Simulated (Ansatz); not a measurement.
Input of an Ansatz 0.2.0 run:

File input.yaml:

```yaml
crystal:
  lattice:
    - [1.411309965, -2.555933025, 0.0]
    - [1.411309965, 2.555933025, 0.0]
    - [0.0, 0.0, 4.89316961]
  atoms:
    - { symbol: Au, position: [0.33425, 0.652362, 0.251925] }
    - { symbol: Au, position: [0.652759, 0.312579, 0.741685] }
kpoints:
  mp_grid: { grid: [11, 11, 6] }
scf:
  occupations: { method: fermi_dirac, width: 0.05 }
hamiltonian:
  xc: pbesol
  pseudopotentials: { kind: all_electron, lapw: { basis_error: 0.001 } }
output:
  forces: true
  stress: true
  eigenvalues: true
  populations: true
```

Potentials or basis: all-electron LAPW, scalar-relativistic.

Run with:

```console
$ ansatz run input.yaml --threads 1 --pin off --max-ram 3072MiB --backend cpu --events-out ev --progress --plain --runs-dir out
```

Problem. What does it give for the pressure?

Solution. -5.1 GPa.

Problem. What does it give for the largest force?

Solution. 0.275 eV/Å.

Stress tensor (GPa, compression positive):
```
-2.51  0.03  0.09
 0.03 -6.65  0.06
 0.09  0.06 -6.02
```

Spin-orbit coupling is left out, which matters for the levels of Au.
